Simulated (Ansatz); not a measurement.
From barrier to diffusion: N in ZrN

Theory: DFT PBE, scalar-relativistic, plane waves, PAW in Ansatz 0.2.0. (420 eV cutoff, 4×4×4 k-mesh, Gaussian smearing of 0.10 eV, no spin polarisation)

Host crystal, relaxed:

```
Zr N
1.0
     0.00000    2.29730    2.29730
     2.29730    0.00000    2.29730
     2.29730    2.29730    0.00000
Zr N
1 1
Direct
  0.50000 0.50000 0.50000
  0.00000 0.00000 0.00000
```

In a supercell of 16 host sites, interstitial N hops to an equivalent place, moving 2.29 Å. Climbing-image nudged elastic band at fixed cell; the order of the saddle wasn't checked, and the small cell leaves errors of about a tenth of an eV.

A cell with an odd number of electrons and no spin polarisation is a metal by construction and may be lower with spin.

```tsv
image	path (Å)	E − E(0) (eV)
0	0.00	0.000
1	0.44	0.606
2	0.89	2.187
3	1.33	2.724
4	1.78	2.187
5	2.22	0.606
6	2.67	0.000
```

**Question.** What are the barriers forward and back, and what attempt frequency does the shape suggest?

**Answer.** Forward 2.72 eV, back 2.72 eV, the ends being level. For a sinusoidal profile E_b sin²(πx/l), with the N atom alone moving, ν = (1/l)√(E_b/2m) = 1.3×10¹³ s⁻¹, within an order of magnitude of the customary 10¹³ s⁻¹; a true prefactor needs the vibrations at the minimum and at the saddle.

**Question.** With ν = 10¹³ s⁻¹, give the forward jump rate along this one path, the wait 1/k for that jump, the diffusivity D ≈ l²k and the distance √(Dt) covered in an hour at 300, 600 and 1000 K, taking the host as solid throughout.

**Answer.** k = ν exp(−E_b/k_BT):
| T (K) | k (1/s) | wait (s) | D (cm²/s) | √(Dt) in 1 h (nm) |
| --- | --- | --- | --- | --- |
| 300 | 1.7×10⁻³³ | 5.9×10³² | 8.9×10⁻⁴⁹ | 5.7×10⁻¹⁶ |
| 600 | 1.3×10⁻¹⁰ | 7.7×10⁹ | 6.8×10⁻²⁶ | 1.6×10⁻⁴ |
| 1000 | 0.19 | 5.4 | 9.8×10⁻¹⁷ | 5.9 |

D = l²k holds for six equivalent jumps in three dimensions (z l²k/6) and is a scale otherwise. Long-range transport needs a connected net of such jumps, and traps slow it. D is that of an interstitial already there; self-diffusion in the crystal is slower by the defects' share of the sites. An error of 0.1 eV in the barrier changes k by a factor of 48 at 300 K and 3.2 at 1000 K.

Cost: 1 run of about 17 core-minutes, on Intel Xeon Platinum 8581C (Emerald Rapids) (shared hosts).